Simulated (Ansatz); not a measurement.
Ansatz input file:

```yaml
crystal:
  lattice:
    - [9.6, 0.0, 0.0]
    - [0.0, 9.3, 0.0]
    - [0.0, 0.0, 2.5320835888]
  atoms:
    - { symbol: B, position: [0.4670301616, 0.5, 0.0], spin: 0.5 }
    - { symbol: "N", position: [0.5329698384, 0.5, 0.5], spin: 0.5 }
basis:
  ecutwfc: 500
kpoints:
  mp_grid: { grid: [1, 1, 25] }
hamiltonian:
  xc: r2scan
scf:
  occupations: { method: gaussian, width: 0.05 }
output:
  forces: true
  stress: true
  eigenvalues: true
  populations: true
  write_density: true
  write_potential: true
  elf: true
  volumetric_format: npy
magnetization:
  spin_polarized: true
relax:
  adjacent_minimum: "off"
  f_tol: 0.01
  max_steps: 45
  cell: { fix: [a, b, alpha, beta, gamma], stress_tol: 0.03 }
```

Run as
```bash
ansatz run input.yaml --threads 2 --pin off --max-ram 5120MiB --backend cpu --events-out ev --progress --plain --runs-dir out
```

Method: Ansatz, DFT r2SCAN, scalar-relativistic, plane waves, PAW.

Part of what the program printed, abridged:

```
Pseudopotentials: kind: paw
Pseudopotential: B, paw, valence charge 3, recommended cutoff 500 eV (meta_gga)
Pseudopotential: N, paw, valence charge 5, recommended cutoff 500 eV (meta_gga)
Functional definition: r2SCAN
Crystal: 2 atoms, lattice volume = 226.064 Å³
Basis set: ecut = 500 eV, 5755 PW (Γ), exchange–correlation on 288×288×80 points (64 copies of the dense FFT grid, shifted against one another)
Bands: 9, of which v1, the nominal top of the filled ones, is band 4 counted from 1 (3 counted from 0)
Symmetry: 4 space group operations
Space group: Pmm2 (ITA 25), of the structure as read, at distance tolerance 6.1e-5 Å
Magnetic group: BNS 25.57 (UNI 155), of the structure as read, at distance tolerance 6.1e-5 Å
k-points: 13 of 25
Initial density: superposition of atomic densities (neutral atoms: chi_scale 0, normalization atom)
Starting moments: Σ|m| = 1 μB on 2 of 2 sites
Initial wavefunctions: pseudopotential atomic-orbital guess
Functional: x = r2scan, c = r2scan; τ floored in thin density (d = 2e-4 eV/Å³)
SCF iter   1: F=—  HF=-542.765969 eV  |F-HF|=—  |Δ(HF+E_count)|=         —  Δρ=3.34e-2 (↑2.09e-2 ↓3.34e-2) dr2=8.69e0  dr2_τ=1.92e-1  dr2_m=2.34e-1  M=0.000 μB ∫|m|=0.047 μB  β_m=0.30  ethr=3.10e-3  ⟨swp⟩=6.0  Hψ=1821  notcnv=0
spin=Collinear: Resta preconditioning applied to the charge; magnetization (m = ρ↑ − ρ↓) channel mixes plain (no charge-response kernel on spin).
SCF iter   2: F=—  HF=-540.872115 eV  |F-HF|=—  |Δ(HF+E_count)|=    1.89e0  Δρ=1.31e-2 (↑1.20e-2 ↓1.31e-2) dr2=5.92e-1  dr2_τ=6.50e-2  dr2_m=1.21e-1  M=0.000 μB ∫|m|=0.036 μB  β_m=0.30  ethr=3.10e-3  ⟨swp⟩=3.8  Hψ=829  notcnv=0  defer=26  κ⁻¹=1.0e0(r=1)
SCF iter   3: F=—  HF=-540.809308 eV  |F-HF|=—  |Δ(HF+E_count)|=   6.28e-2  Δρ=9.00e-3 (↑7.95e-3 ↓9.00e-3) dr2=2.34e-1  dr2_τ=1.76e-3  dr2_m=6.12e-2  M=0.000 μB ∫|m|=0.028 μB  β_m=0.30  ethr=3.10e-3  ⟨swp⟩=3.0  Hψ=442  notcnv=0  defer=26  κ⁻¹=1.2e-2(r=2)
SCF iter   4: F=—  HF=-540.802562 eV  |F-HF|=—  |Δ(HF+E_count)|=   6.75e-3  Δρ=4.70e-3 (↑4.70e-3 ↓3.63e-3) dr2=1.18e-2  dr2_τ=4.34e-4  dr2_m=2.98e-2  M=0.000 μB ∫|m|=0.024 μB  β_m=0.30  ethr=2.92e-3  ⟨swp⟩=3.0  Hψ=549  notcnv=0  defer=26  κ⁻¹=1.4e-4(r=3)
SCF iter   5: F=—  HF=-540.822823 eV  |F-HF|=—  |Δ(HF+E_count)|=   2.03e-2  Δρ=3.13e-3 (↑2.35e-3 ↓3.13e-3) dr2=5.58e-3  dr2_τ=2.15e-4  dr2_m=1.48e-2  M=0.000 μB ∫|m|=0.019 μB  β_m=0.30  ethr=1.47e-4  ⟨swp⟩=2.7  Hψ=486  notcnv=0  defer=26  κ⁻¹=1.0e-5(r=4)
SCF iter   6: F=—  HF=-540.830580 eV  |F-HF|=—  |Δ(HF+E_count)|=   7.76e-3  Δρ=1.96e-3 (↑1.96e-3 ↓1.84e-3) dr2=4.20e-4  dr2_τ=8.71e-5  dr2_m=7.45e-3  M=0.000 μB ∫|m|=0.015 μB  β_m=0.30  ethr=6.97e-5  ⟨swp⟩=2.2  Hψ=400  notcnv=0  defer=26
Mixer restart at iter 6: flushing history
spin-set hold released at iteration 6 (site moments contracting): the magnetisation degrees of freedom join the quasi-Newton model from the next iteration; the mixer history was flushed
SCF iter   7: F=—  HF=-540.834755 eV  |F-HF|=—  |Δ(HF+E_count)|=   4.17e-3  Δρ=1.37e-3 (↑1.33e-3 ↓1.37e-3) dr2=7.09e-5  dr2_τ=2.12e-5  dr2_m=3.78e-3  M=0.000 μB ∫|m|=0.012 μB  β_m=0.30  ethr=5.25e-6  ⟨swp⟩=2.2  Hψ=403  notcnv=0  defer=26  κ⁻¹=1.0e0(r=1)
SCF iter   8: F=—  HF=-540.838702 eV  |F-HF|=—  |Δ(HF+E_count)|=   3.95e-3  Δρ=4.40e-4 (↑4.40e-4 ↓3.83e-4) dr2=2.46e-5  dr2_τ=1.06e-5  dr2_m=3.48e-4  M=0.000 μB ∫|m|=0.006 μB  β_m=0.30  ethr=8.86e-7  ⟨swp⟩=3.0  Hψ=496  notcnv=0  defer=26  κ⁻¹=1.8e-1(r=2)
SCF iter   9: F=—  HF=-540.839109 eV  |F-HF|=—  |Δ(HF+E_count)|=   4.08e-4  Δρ=6.79e-5 (↑6.79e-5 ↓5.27e-5) dr2=3.26e-6  dr2_τ=1.77e-7  dr2_m=6.85e-6  M=0.000 μB ∫|m|=0.004 μB  β_m=0.30  ethr=3.08e-7  ⟨swp⟩=2.1  Hψ=432  notcnv=0  defer=26  κ⁻¹=8.1e-4(r=3)
SCF iter  10: F=—  HF=-540.839137 eV  |F-HF|=—  |Δ(HF+E_count)|=   2.80e-5  Δρ=2.48e-5 (↑2.45e-5 ↓2.48e-5) dr2=1.03e-7  dr2_τ=2.25e-8  dr2_m=1.24e-6  M=0.000 μB ∫|m|=0.003 μB  β_m=0.30  ethr=4.07e-8  ⟨swp⟩=2.8  Hψ=401  notcnv=0  defer=26  κ⁻¹=1.0e-4(r=4)
SCF iter  11: F=—  HF=-540.839142 eV  |F-HF|=—  |Δ(HF+E_count)|=   4.88e-6  Δρ=1.45e-5 (↑1.45e-5 ↓1.45e-5) dr2=6.64e-8  dr2_τ=5.18e-9  dr2_m=4.19e-7  M=0.000 μB ∫|m|=0.002 μB  β_m=0.30  ethr=1.25e-9  ⟨swp⟩=16.6  Hψ=2418  notcnv=0  κ⁻¹=3.1e-5(r=5)
SCF iter  12: F=—  HF=-540.839145 eV  |F-HF|=—  |Δ(HF+E_count)|=   2.28e-6  Δρ=7.20e-6 (↑7.13e-6 ↓7.20e-6) dr2=1.07e-8  dr2_τ=8.02e-10  dr2_m=1.04e-7  M=0.000 μB ∫|m|=0.001 μB  β_m=0.30  ethr=8.30e-10  ⟨swp⟩=11.7  Hψ=1680  notcnv=0  κ⁻¹=1.3e-6(r=6)
SCF iter  13: F=—  HF=-540.839145 eV  |F-HF|=—  |Δ(HF+E_count)|=   3.59e-7  Δρ=5.73e-6 (↑5.73e-6 ↓5.41e-6) dr2=3.85e-9  dr2_τ=6.46e-10  dr2_m=6.39e-8  M=0.000 μB ∫|m|=0.001 μB  β_m=0.30  ethr=1.34e-10  ⟨swp⟩=9.7  Hψ=1493  notcnv=0  κ⁻¹=1.0e-6(r=7)
SCF iter  14: F=—  HF=-540.839145 eV  |F-HF|=—  |Δ(HF+E_count)|=   3.12e-7  Δρ=3.63e-6 (↑3.28e-6 ↓3.63e-6) dr2=4.04e-9  dr2_τ=2.89e-10  dr2_m=2.39e-8  M=0.000 μB ∫|m|=0.001 μB  β_m=0.30  ethr=4.82e-11  ⟨swp⟩=9.8  Hψ=1507  notcnv=0  κ⁻¹=2.2e-7(r=8)
SCF iter  15: F=—  HF=-540.839145 eV  |F-HF|=—  |Δ(HF+E_count)|=   1.49e-7  Δρ=7.78e-7 (↑7.44e-7 ↓7.78e-7) dr2=8.23e-11  dr2_τ=2.39e-11  dr2_m=1.16e-9  M=0.000 μB ∫|m|=0.000 μB  β_m=0.30  ethr=4.82e-11  ⟨swp⟩=9.8  Hψ=1528  notcnv=0  κ⁻¹=1.1e-8(r=8)
SCF iter  16: F=—  HF=-540.839145 eV  |F-HF|=—  |Δ(HF+E_count)|=   3.78e-9  Δρ=5.04e-7 (↑4.96e-7 ↓5.04e-7) dr2=5.40e-11  dr2_τ=7.49e-12  dr2_m=5.02e-10  M=0.000 μB ∫|m|=0.000 μB  β_m=0.30  ethr=1.03e-12  ⟨swp⟩=7.1  Hψ=892  notcnv=0  κ⁻¹=2.8e-7(r=8)
SCF iter  17: F=—  HF=-540.839145 eV  |F-HF|=—  |Δ(HF+E_count)|=   2.65e-9  Δρ=1.05e-7 (↑1.05e-7 ↓9.90e-8) dr2=2.04e-12  dr2_τ=3.13e-13  dr2_m=2.10e-11  M=0.000 μB ∫|m|=0.000 μB  β_m=0.30  ethr=1.00e-12  ⟨swp⟩=7.3  Hψ=920  notcnv=0  κ⁻¹=1.3e-6(r=8)
SCF iter  18: F=—  HF=-540.839145 eV  |F-HF|=—  |Δ(HF+E_count)|=  4.88e-11  Δρ=7.85e-8 (↑7.85e-8 ↓7.16e-8) dr2=1.10e-12  dr2_τ=2.28e-13  dr2_m=1.12e-11  M=0.000 μB ∫|m|=0.000 μB  β_m=0.30  ethr=1.00e-12  ⟨swp⟩=6.0  Hψ=796  notcnv=0  κ⁻¹=1.8e-6(r=8)
SCF iter  19: F=-540.839145 eV  HF=-540.839145 eV  |F-HF|=2.50e-12  |Δ(HF+E_count)|=  5.35e-11  Δρ=2.04e-8 (↑1.87e-8 ↓2.04e-8) dr2=1.49e-13  dr2_τ=8.85e-15  dr2_m=7.25e-13  M=0.000 μB ∫|m|=0.000 μB  ethr=1.00e-12  ⟨swp⟩=6.0  Hψ=797  notcnv=0
WARN: the starting moments were not kept: the SCF closed with an absolute magnetisation of 1.4e-6 μB, where they sum to 1 μB in size (2 sites). That is at most 0.1 of that sum. Measured as dr2_m measures the in/out step, that magnetisation stands 7.6e-13 eV from none, at or under the dr2_threshold of 1.0e-7 eV: it is no larger than a step whose dr2_m would equal this threshold. The system may hold no moment; this SCF shows only that its start led to no more than that. To try another start: raise the starting moments (crystal.atoms[].spin, magnetization.per_species, magnetization.initial_magnetization, or on a non-collinear deck that types none of these the spinor_matrix: blocks that start it ...
SCF 1 converged in 19 iterations: F = -540.839145 eV  dr2 = 1.49e-13
relax step   1: F+E_penalty+E_count = -540.83914544 eV  Δ(F+E_penalty+E_count) = +0.000e0 eV  max|allowed force component| = 6.124e0 eV/Å  Δτ_max = 0.0000 Å  P = -1.698 GPa  Ω = 226.064 Å³  fix = [a, b, alpha, beta, gamma]  reactions: a -2.767, b +0.004 GPa (19 SCF iters, accepted)
Crystal: 2 atoms, lattice volume = 229.357 Å³
   ...
spin=Collinear: Resta preconditioning applied to the charge; magnetization (m = ρ↑ − ρ↓) channel mixes plain (no charge-response kernel on spin).
SCF iter   2: F=—  HF=-542.334684 eV  |F-HF|=—  |Δ(HF+E_count)|=   1.07e-3  Δρ=6.45e-4 (↑3.58e-4 ↓6.45e-4) dr2=2.92e-3  dr2_τ=2.06e-5  dr2_m=1.39e-4  M=0.000 μB ∫|m|=0.008 μB  β_m=0.30  ethr=1.23e-4  ⟨swp⟩=3.5  Hψ=489  notcnv=0  κ⁻¹=1.0e0(r=1)
SCF iter   3: F=—  HF=-542.334075 eV  |F-HF|=—  |Δ(HF+E_count)|=   6.08e-4  Δρ=3.05e-4 (↑1.96e-4 ↓3.05e-4) dr2=3.33e-4  dr2_τ=3.77e-6  dr2_m=6.22e-5  M=0.000 μB ∫|m|=0.005 μB  β_m=0.30  ethr=3.65e-5  ⟨swp⟩=2.8  Hψ=435  notcnv=0  κ⁻¹=1.2e-1(r=2)
SCF iter   4: F=—  HF=-542.334162 eV  |F-HF|=—  |Δ(HF+E_count)|=   8.70e-5  Δρ=1.35e-4 (↑1.35e-4 ↓1.35e-4) dr2=2.91e-5  dr2_τ=1.07e-6  dr2_m=2.37e-5  M=0.000 μB ∫|m|=0.004 μB  β_m=0.30  ethr=4.17e-6  ⟨swp⟩=2.2  Hψ=445  notcnv=0  κ⁻¹=2.3e-3(r=3)
SCF iter   5: F=—  HF=-542.334243 eV  |F-HF|=—  |Δ(HF+E_count)|=   8.10e-5  Δρ=6.61e-5 (↑6.61e-5 ↓5.90e-5) dr2=4.46e-6  dr2_τ=1.67e-7  dr2_m=6.46e-6  M=0.000 μB ∫|m|=0.002 μB  β_m=0.30  ethr=3.63e-7  ⟨swp⟩=2.1  Hψ=461  notcnv=0  κ⁻¹=2.2e-4(r=4)
SCF iter   6: F=—  HF=-542.334263 eV  |F-HF|=—  |Δ(HF+E_count)|=   1.92e-5  Δρ=2.29e-5 (↑2.29e-5 ↓2.15e-5) dr2=2.54e-7  dr2_τ=2.02e-8  dr2_m=9.92e-7  M=0.000 μB ∫|m|=0.001 μB  β_m=0.30  ethr=5.57e-8  ⟨swp⟩=2.6  Hψ=409  notcnv=0  κ⁻¹=6.1e-5(r=5)
SCF iter   7: F=—  HF=-542.334265 eV  |F-HF|=—  |Δ(HF+E_count)|=   1.89e-6  Δρ=1.41e-5 (↑1.41e-5 ↓1.26e-5) dr2=1.37e-7  dr2_τ=5.06e-9  dr2_m=3.29e-7  M=0.000 μB ∫|m|=0.001 μB  β_m=0.30  ethr=2.50e-9  ⟨swp⟩=11.4  Hψ=1771  notcnv=0  κ⁻¹=1.3e-5(r=6)
SCF iter   8: F=—  HF=-542.334265 eV  |F-HF|=—  |Δ(HF+E_count)|=   8.36e-7  Δρ=4.49e-6 (↑4.49e-6 ↓3.84e-6) dr2=1.73e-8  dr2_τ=7.49e-10  dr2_m=3.12e-8  M=0.000 μB ∫|m|=0.000 μB  β_m=0.30  ethr=1.71e-9  ⟨swp⟩=11.0  Hψ=1652  notcnv=0  κ⁻¹=4.8e-7(r=7)
SCF iter   9: F=—  HF=-542.334265 eV  |F-HF|=—  |Δ(HF+E_count)|=   9.13e-8  Δρ=1.84e-6 (↑1.84e-6 ↓1.51e-6) dr2=6.21e-9  dr2_τ=1.78e-10  dr2_m=4.24e-9  M=0.000 μB ∫|m|=0.000 μB  β_m=0.30  ethr=2.16e-10  ⟨swp⟩=10.3  Hψ=1463  notcnv=0  κ⁻¹=2.1e-7(r=8)
SCF iter  10: F=—  HF=-542.334265 eV  |F-HF|=—  |Δ(HF+E_count)|=   1.84e-8  Δρ=3.60e-7 (↑2.22e-7 ↓3.60e-7) dr2=1.88e-10  dr2_τ=6.93e-12  dr2_m=1.07e-10  M=0.000 μB ∫|m|=0.000 μB  β_m=0.30  ethr=7.76e-11  ⟨swp⟩=9.0  Hψ=1394  notcnv=0  κ⁻¹=3.8e-8(r=8)
SCF iter  11: F=—  HF=-542.334265 eV  |F-HF|=—  |Δ(HF+E_count)|=  4.13e-10  Δρ=1.89e-7 (↑1.31e-7 ↓1.89e-7) dr2=5.26e-11  dr2_τ=2.29e-12  dr2_m=3.01e-11  M=0.000 μB ∫|m|=0.000 μB  β_m=0.30  ethr=2.35e-12  ⟨swp⟩=7.6  Hψ=1217  notcnv=0  κ⁻¹=1.6e-7(r=8)
SCF iter  12: F=-542.334265 eV  HF=-542.334265 eV  |F-HF|=4.55e-13  |Δ(HF+E_count)|=  1.70e-10  Δρ=2.06e-8 (↑1.77e-8 ↓2.06e-8) dr2=8.64e-13  dr2_τ=1.64e-14  dr2_m=4.49e-13  M=0.000 μB ∫|m|=0.000 μB  ethr=1.00e-12  ⟨swp⟩=7.5  Hψ=1235  notcnv=0
the starting moments were not kept: the SCF closed with an absolute magnetisation of 4.1e-7 μB, where they sum to 1 μB in size (2 sites). That is at most 0.1 of that sum. Measured as dr2_m measures the in/out step, that magnetisation stands 6.6e-14 eV from none, at or under the dr2_threshold of 2.0e-7 eV: it is no larger than a step whose dr2_m would equal this threshold.
SCF 5 converged in 12 iterations: F = -542.334265 eV  dr2 = 8.64e-13
relax step   5: F+E_penalty+E_count = -542.33426547 eV  Δ(F+E_penalty+E_count) = -1.432e-2 eV  max|allowed force component| = 2.576e-3 eV/Å  Δτ_max = 0.0316 Å  P = +0.013 GPa  Ω = 232.687 Å³  energy of the carried Pulay correction = -1.537e-4 eV  fix = [a, b, alpha, beta, gamma]  reactions: a +0.000, b +0.000 GPa (12 SCF iters, dr2 threshold 2.00e-7 eV, accepted)
Crystal: 2 atoms, lattice volume = 232.744 Å³
SCF iter   1: F=—  HF=-542.334265 eV  |F-HF|=—  |Δ(HF+E_count)|=         —  Δρ=2.55e-5 (↑2.07e-5 ↓2.55e-5) dr2=5.03e-6  dr2_τ=6.87e-7  dr2_m=3.19e-8  M=0.000 μB ∫|m|=0.000 μB  β_m=0.30  ethr=5.17e-8  ⟨swp⟩=2.6  Hψ=1874  notcnv=0
spin=Collinear: Resta preconditioning applied to the charge; magnetization (m = ρ↑ − ρ↓) channel mixes plain (no charge-response kernel on spin).
SCF iter   2: F=—  HF=-542.334265 eV  |F-HF|=—  |Δ(HF+E_count)|=   2.02e-7  Δρ=1.29e-5 (↑9.62e-6 ↓1.29e-5) dr2=1.09e-6  dr2_τ=1.59e-8  dr2_m=1.63e-8  M=0.000 μB ∫|m|=0.000 μB  β_m=0.30  ethr=5.17e-8  ⟨swp⟩=2.0  Hψ=337  notcnv=0  κ⁻¹=1.0e0(r=1)
SCF iter   3: F=—  HF=-542.334272 eV  |F-HF|=—  |Δ(HF+E_count)|=   7.32e-6  Δρ=6.07e-6 (↑4.58e-6 ↓6.07e-6) dr2=1.72e-7  dr2_τ=8.45e-10  dr2_m=6.54e-9  M=0.000 μB ∫|m|=0.000 μB  β_m=0.30  ethr=1.36e-8  ⟨swp⟩=2.0  Hψ=330  notcnv=0  κ⁻¹=7.9e-2(r=2)
SCF iter   4: F=—  HF=-542.334272 eV  |F-HF|=—  |Δ(HF+E_count)|=   4.50e-8  Δρ=2.22e-6 (↑1.87e-6 ↓2.22e-6) dr2=1.39e-8  dr2_τ=2.56e-10  dr2_m=1.92e-9  M=0.000 μB ∫|m|=0.000 μB  β_m=0.30  ethr=2.15e-9  ⟨swp⟩=2.3  Hψ=344  notcnv=0  κ⁻¹=6.9e-3(r=3)
SCF iter   5: F=—  HF=-542.334272 eV  |F-HF|=—  |Δ(HF+E_count)|=   3.31e-9  Δρ=7.25e-7 (↑7.00e-7 ↓7.25e-7) dr2=9.51e-10  dr2_τ=2.81e-11  dr2_m=5.49e-10  M=0.000 μB ∫|m|=0.000 μB  β_m=0.30  ethr=4.98e-11  ⟨swp⟩=9.3  Hψ=1447  notcnv=0  κ⁻¹=1.5e-4(r=4)
SCF iter   6: F=—  HF=-542.334272 eV  |F-HF|=—  |Δ(HF+E_count)|=   1.36e-9  Δρ=4.04e-7 (↑3.73e-7 ↓4.04e-7) dr2=1.93e-10  dr2_τ=1.25e-11  dr2_m=1.91e-10  M=0.000 μB ∫|m|=0.000 μB  β_m=0.30  ethr=1.19e-11  ⟨swp⟩=8.1  Hψ=1285  notcnv=0  κ⁻¹=7.8e-5(r=5)
SCF iter   7: F=—  HF=-542.334272 eV  |F-HF|=—  |Δ(HF+E_count)|=  6.01e-10  Δρ=1.63e-7 (↑1.38e-7 ↓1.63e-7) dr2=2.49e-11  dr2_τ=6.55e-13  dr2_m=4.38e-11  M=0.000 μB ∫|m|=0.000 μB  β_m=0.30  ethr=2.41e-12  ⟨swp⟩=7.7  Hψ=1258  notcnv=0  κ⁻¹=6.3e-6(r=6)
SCF iter   8: F=-542.334272 eV  HF=-542.334272 eV  |F-HF|=9.55e-12  |Δ(HF+E_count)|=  1.09e-10  Δρ=7.59e-8 (↑7.59e-8 ↓6.03e-8) dr2=6.26e-12  dr2_τ=3.40e-13  dr2_m=7.14e-12  M=0.000 μB ∫|m|=0.000 μB  ethr=1.00e-12  ⟨swp⟩=7.5  Hψ=1181  notcnv=0
the starting moments were not kept: the SCF closed with an absolute magnetisation of 2.4e-6 μB, where they sum to 1 μB in size (2 sites). That is at most 0.1 of that sum. Measured as dr2_m measures the in/out step, that magnetisation stands 2.5e-12 eV from none, at or under the dr2_threshold of 4.0e-9 eV: it is no larger than a step whose dr2_m would equal this threshold.
SCF 6 converged in 8 iterations: F = -542.334272 eV  dr2 = 6.26e-12
relax step   6: F+E_penalty+E_count = -542.33427209 eV  Δ(F+E_penalty+E_count) = -6.619e-6 eV  max|allowed force component| = 2.320e-6 eV/Å  Δτ_max = 0.0002 Å  P = +0.000 GPa  Ω = 232.744 Å³  energy of the carried Pulay correction = -1.550e-4 eV  fix = [a, b, alpha, beta, gamma]  reactions: a +0.000, b +0.000 GPa (8 SCF iters, accepted)
Initial wavefunctions: pseudopotential atomic-orbital guess (no wavefunctions were taken with the density)
SCF iter   1: F=—  HF=-542.334124 eV  |F-HF|=—  |Δ(HF+E_count)|=         —  Δρ=1.27e-5 (↑1.27e-5 ↓1.27e-5) dr2=1.12e-7  dr2_τ=6.87e-8  dr2_m=6.95e-12  M=0.000 μB ∫|m|=0.000 μB  β_m=0.30  ethr=2.05e-7  ⟨swp⟩=3.3  Hψ=2554  notcnv=0
spin=Collinear: Resta preconditioning applied to the charge; magnetization (m = ρ↑ − ρ↓) channel mixes plain (no charge-response kernel on spin).
SCF iter   2: F=—  HF=-542.334324 eV  |F-HF|=—  |Δ(HF+E_count)|=   2.00e-4  Δρ=8.75e-6 (↑8.75e-6 ↓8.75e-6) dr2=5.15e-8  dr2_τ=4.84e-8  dr2_m=4.64e-12  M=0.000 μB ∫|m|=0.000 μB  β_m=0.30  ethr=1.40e-9  ⟨swp⟩=2.8  Hψ=536  notcnv=0  κ⁻¹=1.0e0(r=1)
SCF iter   3: F=—  HF=-542.334382 eV  |F-HF|=—  |Δ(HF+E_count)|=   5.80e-5  Δρ=4.77e-6 (↑4.77e-6 ↓4.77e-6) dr2=1.49e-8  dr2_τ=1.08e-8  dr2_m=2.29e-12  M=0.000 μB ∫|m|=0.000 μB  β_m=0.30  ethr=6.44e-10  ⟨swp⟩=2.1  Hψ=470  notcnv=0  κ⁻¹=2.7e-1(r=2)
SCF iter   4: F=—  HF=-542.334432 eV  |F-HF|=—  |Δ(HF+E_count)|=   4.99e-5  Δρ=8.84e-7 (↑8.84e-7 ↓8.84e-7) dr2=1.31e-9  dr2_τ=3.47e-10  dr2_m=6.48e-13  M=0.000 μB ∫|m|=0.000 μB  β_m=0.30  ethr=1.86e-10  ⟨swp⟩=2.8  Hψ=518  notcnv=0  κ⁻¹=1.9e-2(r=3)
SCF iter   5: F=—  HF=-542.334437 eV  |F-HF|=—  |Δ(HF+E_count)|=   4.67e-6  Δρ=2.76e-7 (↑2.74e-7 ↓2.76e-7) dr2=3.76e-10  dr2_τ=1.95e-11  dr2_m=3.08e-13  M=0.000 μB ∫|m|=0.000 μB  β_m=0.30  ethr=1.63e-11  ⟨swp⟩=2.6  Hψ=498  notcnv=0  κ⁻¹=3.0e-3(r=4)
SCF iter   6: F=—  HF=-542.334437 eV  |F-HF|=—  |Δ(HF+E_count)|=   7.75e-9  Δρ=1.00e-7 (↑9.84e-8 ↓1.00e-7) dr2=6.47e-11  dr2_τ=1.78e-12  dr2_m=1.23e-13  M=0.000 μB ∫|m|=0.000 μB  β_m=0.30  ethr=4.70e-12  ⟨swp⟩=2.0  Hψ=286  notcnv=0  κ⁻¹=4.7e-4(r=5)
SCF iter   7: F=-542.334437 eV  HF=-542.334437 eV  |F-HF|=3.90e-11  |Δ(HF+E_count)|=   1.17e-9  Δρ=2.55e-8 (↑2.47e-8 ↓2.55e-8) dr2=4.75e-12  dr2_τ=7.68e-14  dr2_m=3.94e-14  M=0.000 μB ∫|m|=0.000 μB  ethr=1.00e-12  ⟨swp⟩=5.3  Hψ=1309  notcnv=0
the starting moments were not kept: the SCF closed with an absolute magnetisation of 1.9e-7 μB, where they sum to 1 μB in size (2 sites). That is at most 0.1 of that sum. Measured as dr2_m measures the in/out step, that magnetisation stands 1.8e-14 eV from none, at or under the dr2_threshold of 7.2e-12 eV: it is no larger than a step whose dr2_m would equal this threshold.
SCF 7 converged in 7 iterations: F = -542.334437 eV  dr2 = 4.75e-12
WARN: The output density's exchange-correlation potential varies sharply where the density is thin. Do not read a vacuum level from v_tot or v_xc, or from such a field of the output density. On a cell that repeats whose density bears no net charge and no dipole along the vacuum's axis use v_es (v_loc + v_h of the components); under efield.dipole_correction with no amplitude use v_es + v_field, which holds any external_charges[].barrier, or the levels of the report's work_function block, which leave it out; under a non-zero efield.amplitude the vacuum is tilted and has no level; on a cell that repeats and bears such a dipole with no correction it is tilted too, and efield.dipole_correction wi ...
SCF converged after 7 iterations
Stability not checked: this state was not tested for a lower state beside it, because the mixer in use, unlike msr1, does not test its closes by its own steps (another_mixer; see scf.mixing.algorithm and scf.lower_state_search)
Magnetization: 0.0000 μB (4.0000 up, 4.0000 down)
Absolute magnetization: 0.0000 μB (∫|ρ↑−ρ↓|, with the PAW one-centre terms)
Spin contamination: 0.0000 ħ² per cell (⟨S²⟩ above its minimum at these occupations)
Per-site moments (μB) at R_I (Å): [(-1.25456064e-8, 0.53767337), (3.90811184e-8, 0.53767337)]
Free energy (F): -542.334437 eV
Harris-Foulkes:  -542.334437 eV  (|F-HF|=3.90e-11)
Internal energy: -542.334437 eV  (E = F + TS)
E sigma→0 (E₀):  -542.334437 eV
Fermi energy:    -3.522384 eV
--- Per-component energies (eV) ---
  E_band       = -101.680185
  E_kinetic    = 179.023618
  E_local      = -1124.142311  (includes V_loc(G=0)·N_el)
  E_nonlocal   = 58.447141
  E_hartree    = 462.205178
  E_xc         = -88.533697
  E_vxc        = -123.539280  (∫ρ·V_xc dr)
  E_paw        = -210.078904  (= ΣΔE_a)
  E_vpaw       = -23.772292  (= ΣTr[D̂ρ^β])
  E_aug_tail   = 0.000018  (compensation charges beyond the density's cutoff)
  E_vtau       = 7.892566  (kinetic-family band-sum trace: ∫τ·v_τ [+ j·A + Jᵃ·Aᵃ] dr)
  E_ewald      = 180.792527
  E_core_change = -0.048007  (= ΣΔE_core)
  E_smearing   =  0.000000  (= −TS)
--- Forces (eV/Å), atoms counted from 1 ---
  atom   1  B     -0.00000220     0.00000000     0.00000000
  atom   2  N      0.00000221     0.00000000     0.00000000
--- Stress (GPa, compression-positive) ---
        0.000449       0.000000       0.000000
        0.000000       0.000729       0.000000
        0.000000       0.000000       0.001409
  P = ⅓ Tr σ = 0.0009 GPa (0.009 kbar)
--- Band table (eV; the first three rows and the last of 26) ---
  k-point 0 ↑: bands = ["-21.9168", "-12.8066", "-9.2726", "-9.2726", "0.0503", "1.9214", "2.0033", "2.0491", "2.1064"]
  k-point 1 ↑: bands = ["-21.9084", "-12.8314", "-9.2405", "-9.2404", "0.0896", "1.9608", "2.0360", "2.0854", "2.1389"]
  k-point 2 ↑: bands = ["-21.8837", "-12.9040", "-9.1442", "-9.1442", "0.2065", "2.0780", "2.1333", "2.1945", "2.2353"]
  k-point 12 ↓: bands = ["-21.3168", "-14.3228", "-5.8496", "-5.8496", "-1.1952", "-1.1951", "5.0026", "5.9348", "7.0207"]
--- Relaxed structure (6 steps of the walk, 6 accepted, 1 SCFs on fresh bases) ---
  F+E_penalty+E_count = -542.33443686 eV   max|allowed force component| = 2.205e-6 eV/Å   (the final SCF, on the basis selected at the relaxed cell)
  cell:  # Å, volume = 232.7441 Å³
    - [9.6, 0.0, 0.0]
    - [0.0, 9.3, 0.0]
    - [0.0, 0.0, 2.60690120]
  atoms:
    - { symbol: B, position: [0.50000002, 0.5, 0.0] }
    - { symbol: N, position: [0.49999997, 0.5, 0.49999999] }
--- Löwdin populations: 2 sites ---
  site symbol q [e]    m [muB]
     0      B      2.4274     0.0000
     1      N      5.4507     0.0000
  spilling = 0.015238 (of n_electrons = 8.000000)
```

The relaxation met its thresholds.

It took 7.7 min on 2 threads of Intel(R) Xeon(R) Processor @ 2.50GHz (Skylake/Cascade Lake), on a shared host, peak memory 0.91 GiB.